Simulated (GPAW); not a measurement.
# Cu in GPAW: further runs, part 2 of 2

GPAW 26.7.0. Earlier steps stand in the parts before.

### Step 5. Relaxation of the atoms, PBE (the (0 0 1) slab of Cu, cut from the database cell, not relaxed)

Input file run.py:

```python
import numpy as np
from ase import Atoms
from ase.io import write
from ase.optimize import BFGS
from gpaw import GPAW, PW

atoms = Atoms(['Cu', 'Cu', 'Cu', 'Cu', 'Cu'],
              cell=[[2.5307640267, 0, 0.0],
                    [-1.2653820133, 2.1917059381, 0.0],
                    [0.0, 0.0, 23.261815]],
              scaled_positions=[[0.0, 0.0, 0.322416802],
                                [0.33333333, 0.66666666, 0.4112084018],
                                [0.0, 0.0, 0.5000000017],
                                [0.66666667, 0.33333334, 0.5887916016],
                                [0.0, 0.0, 0.6775832015]],
              pbc=True)
atoms.pbc = (True, True, False)

calc = GPAW(mode=PW(450),
            xc='PBE',
            kpts={'size': (12, 12, 1), 'gamma': True},
            occupations={'name': 'fermi-dirac', 'width': 0.05},
            nbands=51,
            convergence={'density': 1e-05, 'energy': 1e-05},
            maxiter=150,
            poissonsolver={'dipolelayer': 'xy'},
            txt='gpaw.txt')
atoms.calc = calc
opt = BFGS(atoms, trajectory='relax.traj', logfile='-')
done = opt.run(fmax=0.02, steps=60)
calc.write('gs.gpw')
write('result.traj', atoms)
print('Converged:', done)
print('Cell:', atoms.cell.cellpar().round(4))
print('Volume:', round(atoms.get_volume(), 4))
print(atoms.get_scaled_positions().round(5))

v = calc.get_electrostatic_potential().mean(axis=(0, 1))
z = np.arange(len(v)) * atoms.cell[2, 2] / len(v)
ef = calc.get_fermi_level()
np.savetxt('planar.dat', np.c_[z, v], fmt='%.4f')
below, above = np.interp([1.5, atoms.cell[2, 2] - 1.5], z, v) - ef
print(f'Work functions: bottom {below:.4f} eV, top {above:.4f} eV')
print('Dipole moment:', *calc.get_dipole_moment().round(5), 'e A')
```

Potentials or basis: GPAW PAW data sets (gpaw-data 1.2.1), pw.

The run is started by

```bash
> OMP_NUM_THREADS=1 python run.py
```

gpaw.txt:

```text
__  _  _
 | _ |_)|_||  |
 |__||  | ||/\| - 26.7.0

Input parameters:
  mode=PW(ecut=450.00000000000006),
  convergence={'density': 1e-05, 'energy': 1e-05},
  kpts=MonkhorstPack(size=(12, 12, 1), gamma=True),
  maxiter=150,
  nbands=51,
  occupations=Occupations(name='fermi-dirac', width=0.05),
  poissonsolver=PoissonSolver(dipolelayer='xy'),
  xc=XC(name='PBE')

Diagonalizing LCAO Hamiltonian
Converting LCAO to pw mode

       Cu

           Cu

       Cu

        Cu

       Cu

Atoms  # Å, Bohr magnetons
|   | symbol |        x |        y |         z |    initial magnetic moments |
|---|--------|----------|----------|-----------|-----------------------------|
| 0 |     Cu | 0.000000 | 0.000000 |  7.500000 | ( 0.0000,  0.0000,  0.0000) |
| 1 |     Cu | 0.000000 | 1.461137 |  9.565454 | ( 0.0000,  0.0000,  0.0000) |
| 2 |     Cu | 0.000000 | 0.000000 | 11.630908 | ( 0.0000,  0.0000,  0.0000) |
| 3 |     Cu | 1.265382 | 0.730569 | 13.696361 | ( 0.0000,  0.0000,  0.0000) |
| 4 |     Cu | 0.000000 | 0.000000 | 15.761815 | ( 0.0000,  0.0000,  0.0000) |

Unit cell  # Å
| periodic |         x |        y |         z |   lengths |     angles |
|----------|-----------|----------|-----------|-----------|------------|
|      yes |  2.530764 | 0.000000 |  0.000000 |  2.530764 |  90.000000 |
|      yes | -1.265382 | 2.191706 |  0.000000 |  2.530764 |  90.000000 |
|       no |  0.000000 | 0.000000 | 23.261815 | 23.261815 | 120.000000 |

Number of symmetries: 12
Symmetry operations  # r_c * U_cc + t_c -> r_c
|    | kind |            matrix            |
|----|------|------------------------------|
|  0 |  σ   |  1, 1, 0,  0,-1, 0,  0, 0, 1 |
|  1 |  S6  |  1, 1, 0, -1, 0, 0,  0, 0,-1 |
|  2 |  E   |  1, 0, 0,  0, 1, 0,  0, 0, 1 |
|  3 |  C2  |  1, 0, 0, -1,-1, 0,  0, 0,-1 |
|  4 |  C2  |  0, 1, 0,  1, 0, 0,  0, 0,-1 |
|  5 |  C3  |  0, 1, 0, -1,-1, 0,  0, 0, 1 |
|  6 |  S6  |  0,-1, 0,  1, 1, 0,  0, 0,-1 |
|  7 |  σ   |  0,-1, 0, -1, 0, 0,  0, 0, 1 |
|  8 |  σ   | -1, 0, 0,  1, 1, 0,  0, 0, 1 |
|  9 |  i   | -1, 0, 0,  0,-1, 0,  0, 0,-1 |
| 10 |  C3  | -1,-1, 0,  1, 0, 0,  0, 0, 1 |
| 11 |  C2  | -1,-1, 0,  0, 1, 0,  0, 0,-1 |

BZ-sampling:
  Number of BZ points: 144
  Number of IBZ points: 19

  Monkhorst-Pack size: [12, 12, 1]
  Monkhorst-Pack shift: [0.041666666666666664, 0.041666666666666664, 0.0]

K-points  # in reciprocal-cell coordinates
|     |                                coordinates |     weight |
|-----|--------------------------------------------|------------|
|   0 | ( -0.00000000,  -0.00000000,   0.00000000) | 0.00694444 |
|   1 | (  0.08333333,  -0.00000000,   0.00000000) | 0.04166667 |
|   2 | (  0.16666667,  -0.08333333,   0.00000000) | 0.04166667 |
|   3 | (  0.16666667,  -0.00000000,   0.00000000) | 0.04166667 |
|   4 | (  0.25000000,  -0.08333333,   0.00000000) | 0.08333333 |
|   5 | (  0.25000000,  -0.00000000,   0.00000000) | 0.04166667 |
|   6 | (  0.33333333,  -0.16666667,   0.00000000) | 0.04166667 |
|   7 | (  0.33333333,  -0.08333333,   0.00000000) | 0.08333333 |
|   8 | (  0.33333333,  -0.00000000,   0.00000000) | 0.04166667 |
|   9 | (  0.33333333,   0.33333333,   0.00000000) | 0.01388889 |
| ... |                                            |            |
|  18 | (  0.50000000,   0.50000000,   0.00000000) | 0.02083333 |

Plane wave coefficients: 2859
Cutoff: 450.00000000000006 eV

Spin-components: 1 (collinear spins)
Bands:           51
Projectors:      30
Spin-degeneracy: 2
Datatype:        complex128

Parallelization:
  kpt:    1
  domain: 1
  band:   1

Density:
  Valence electrons: 55.0
  Components: 1
  Grid points: [ 14  14 120]
  Charge: 0.0  # |e|

Potential:
  Grid points: [ 14  14 120]

species:
  Cu:
    name:    Copper
    Z:       29.0
    valence: 11
    core:    18
    charge:  0.0  # [|e|]
    compensation charges:
      type: gauss
      rc: 0.33  # [Å]
      lmax: 2
    cutoffs:
      filter: 2.06  # [Å]
      core: 2.43  # [Å]
    projectors
    | kind |    occ | energy [eV] | rcut [Å] |
    |------|--------|-------------|----------|
    |   4s |  1.000 |      -4.609 |    1.164 |
    |   4p |  0.000 |      -0.698 |    1.164 |
    |   3d | 10.000 |      -5.039 |    1.058 |
    |    s |        |      22.603 |    1.164 |
    |    p |        |      26.513 |    1.164 |
    |    d |        |      22.172 |    1.058 |

    Using partial waves for Cu as LCAO basis

Reference energy: -225107.259206  # eV

eigensolver:
  PPCG
  Converge bands: occupied
  niter=2

density mixing:
  MSR1-Mixer
  Pratt-step length: 0.05
  Maximum mixing coefficient: 0.75
  Old densities: 10
  SVD Regularization: 0.005
  Good broyden scale: 1.0
  Trust region scale: 1.0
  Backstep threshold: 4.0
  History deletion threshold: 6.0
  Fourier metric: weight=20.0, sigma=0.015

occupation numbers:
  Fermi-Dirac:
    width: 0.0500  # eV

<gpaw.new.pw.poisson.DipoleLayerPWPoissonSolver object>
xc functional:
  name: PBE with 2 nearest neighbor stencil

convergence criteria:
- Maximum integral of absolute [dens]ity change: 1e-05 electrons / valence electron
- Maximum [total energy] change in last 3 cyles: 1e-05 eV / valence electron
- Maximum integral of absolute [eigenst]ate change: 4e-08 eV^2 / valence electron
maximum number of iterations: 150

SCF iterations
|iter     | |      energy | eigst |  dens |
|---------|-|-------------|-------|-------|
|iter:   1| |  -21.494369 | +0.17 |       |
|iter:   2| |  -19.975548 | -1.80 | -0.92 |
|iter:   3| |  -44.077066 | -0.54 | -1.00 |
|iter:   4| |  -30.167460 | -0.11 | -0.58 |
|iter:   5| |  -28.035727 | -1.12 | -0.92 |
|iter:   6| |  -21.349647 | -1.79 | -1.03 |
|iter:   7| |  -17.684838 | -1.57 | -1.27 |
|iter:   8| |  -17.505995 | -2.88 | -1.69 |
|iter:   9| |  -17.390961 | -3.52 | -1.87 |
|iter:  10| |  -17.287900 | -3.55 | -1.97 |
|iter:  11| |  -17.296911 | -3.98 | -2.05 |
|iter:  12| |  -17.245008 | -2.54 | -2.03 |
|iter:  13| |  -17.185360 | -2.93 | -1.99 |
|iter:  14| |  -17.149029 | -3.86 | -2.33 |
|iter:  15| |  -17.145983 | -4.28 | -2.74 |
|iter:  16| |  -17.145597 | -5.37 | -2.98 |
|iter:  17| |  -17.145757c| -5.45 | -3.19 |
|iter:  18| |  -17.145799c| -6.37 | -3.54 |
|iter:  19| |  -17.145780c| -7.49c| -4.33 |
|iter:  20| |  -17.145788c| -8.30c| -4.64 |
|iter:  21| |  -17.145784c| -8.17c| -4.77 |
|iter:  22| |  -17.145784c| -8.83c| -5.44c|

Converged in 22 steps
Energy contributions relative to reference atoms: (reference = -225107.259206)

Energy contributions:
  Kinetic:         -59.694765
  Coulomb:          46.533638
  Zero:              0.690184
  External:          0.000000
  Xc:               -4.665847
  Entropy:          -0.017989
  Spinorbit:         0.000000
  ----------------------------
  Free energy:     -17.154778
  Extrapolated:    -17.145784

dipole moment: (-8.269051, -14.322417, -0.000019)  # |e|*Ang

Fermi level: 1.132
Eigenvalues  # (at kpt = [-0.000, -0.000, 0.000])
| band index |      eig [eV] | occ [0-2] |
|------------|---------------|-----------|
|          0 |        -8.096 |     2.000 |
|        ... |               |           |
|         23 |        -0.681 |     2.000 |
|         24 |        -0.681 |     2.000 |
|         25 |        -0.548 |     2.000 |
|         26 |        -0.548 |     2.000 |
|         27 |        -0.485 |     2.000 |
|         28 |        -0.485 |     2.000 |
[... 8 lines left out ...]
|         37 |        10.689 |     0.000 |
|         38 |        13.706 |     0.000 |
|        ... |               |           |
|         50 |        24.397 |     0.000 |
[... 693 lines left out ...]
Energy contributions:
  Kinetic:         -63.140548
  Coulomb:          49.184429
  Zero:              0.680140
  External:          0.000000
  Xc:               -3.879340
  Entropy:          -0.024149
  Spinorbit:         0.000000
  ----------------------------
  Free energy:     -17.179468
  Extrapolated:    -17.167393

dipole moment: (-8.263915, -14.313521, -0.000127)  # |e|*Ang

Fermi level: 1.082
Eigenvalues  # (at kpt = [-0.000, -0.000, 0.000])
| band index |      eig [eV] | occ [0-2] |
|------------|---------------|-----------|
|          0 |        -7.954 |     2.000 |
|        ... |               |           |
|         23 |        -0.680 |     2.000 |
|         24 |        -0.680 |     2.000 |
|         25 |        -0.548 |     2.000 |
|         26 |        -0.548 |     2.000 |
|         27 |        -0.504 |     2.000 |
|         28 |        -0.504 |     2.000 |
[... 8 lines left out ...]
|         37 |        10.479 |     0.000 |
|         38 |        13.657 |     0.000 |
|        ... |               |           |
|         50 |        24.491 |     0.000 |

No gap
No difference between direct/indirect transitions
vacuum-level: 5.909  # V
Workfunctions: 4.827, 4.827 eV (top, bottom)

Forces  # eV/Ang
|        x |        y |        z |
|----------|----------|----------|
|  0.00000 | -0.00000 |  0.00534 |  # Cu   0
| -0.00000 | -0.00000 | -0.00098 |  # Cu   1
|  0.00000 |  0.00000 |  0.00000 |  # Cu   2
| -0.00000 |  0.00000 |  0.00098 |  # Cu   3
| -0.00000 |  0.00000 | -0.00534 |  # Cu   4

# Writing to gs.gpw (mode='')
```

Wall time 7.3 min (1 thread of Arm Neoverse V2, shared host); peak memory 0.22 GiB.

What came out:

| Item | Value |
| --- | --- |
| Free energy | -17.1795 eV |
| Energy gained by relaxing | 4.3 meV/atom |
| Ionic steps | 8 |
| Largest force after relaxing | 0.005 eV/Å |
| Band gap on the k mesh | none (metal or under the smearing width) |
| Dipole across the slab | 0.00 e·Å |
| Work function of the upper face | 4.83 eV |
| Work function of the lower face | 4.83 eV |

Forces in eV/Å, atoms in the order of the input:
```
Cu   0.000  0.000  0.005
Cu   0.000  0.000 -0.001
Cu   0.000  0.000  0.000
Cu   0.000  0.000  0.001
Cu   0.000  0.000 -0.005
```

Step by step:
```tsv
step	energy change (eV)	largest force (eV/Å)
1	0.0000	0.2339
2	-0.0014	0.2196
3	-0.0124	0.1923
4	-0.0135	0.2008
5	-0.0174	0.1759
6	-0.0198	0.1139
7	-0.0214	0.0284
8	-0.0216	0.0053
```

Final structure:
```yaml
crystal:
  lattice:
    - [2.53076, 0.00000, 0.00000]
    - [-1.26538, 2.19171, 0.00000]
    - [0.00000, 0.00000, 23.26181]
  atoms:
    - { symbol: Cu, position: [0.00000, 0.00000, 0.31742] }
    - { symbol: Cu, position: [0.33333, 0.66667, 0.40893] }
    - { symbol: Cu, position: [0.00000, 0.00000, 0.50000] }
    - { symbol: Cu, position: [0.66667, 0.33333, 0.59107] }
    - { symbol: Cu, position: [0.00000, 0.00000, 0.68258] }
```

Caveat: the cutoff is short for stress and forces, so pressures can be off by a GPa or more; later steps reuse the first step's grids.
